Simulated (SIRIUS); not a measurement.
The system is TaN.

```
Ta N
1.0
     0.00000    2.21132    2.21132
     2.21132    0.00000    2.21132
     2.21132    2.21132    0.00000
Ta N
1 1
Direct
  0.50000 0.50000 0.50000
  0.00000 0.00000 0.00000
```

The cell comes from a database or a generator and needn't be the stable form of this composition.

Base run:

```yaml
Program: SIRIUS 7.12.0
Functional: RPBE
Potentials_or_basis: PseudoDojo 0.4.1 PBE standard (scalar relativistic)
Cutoff: 1152 eV
Density_cutoff: 4606 eV
k_mesh: 10 × 10 × 10
Occupations: fermi-dirac, width 0.05 eV
Spin: no spin polarisation
```

Its results: band gap on the k mesh none (metal or under the smearing width); pressure 2.2 GPa.

The run is repeated on the same cell with these changes: functional from RPBE to revPBE; libxc names from ["XC_GGA_X_RPBE", "XC_GGA_C_PBE"] to ["XC_GGA_X_PBE_R", "XC_GGA_C_PBE"]. What comes out?

Band gap on the k mesh none (metal or under the smearing width); pressure 1.1 GPa.

Caveats: the potentials were made for another functional, which shifts forces and pressure.
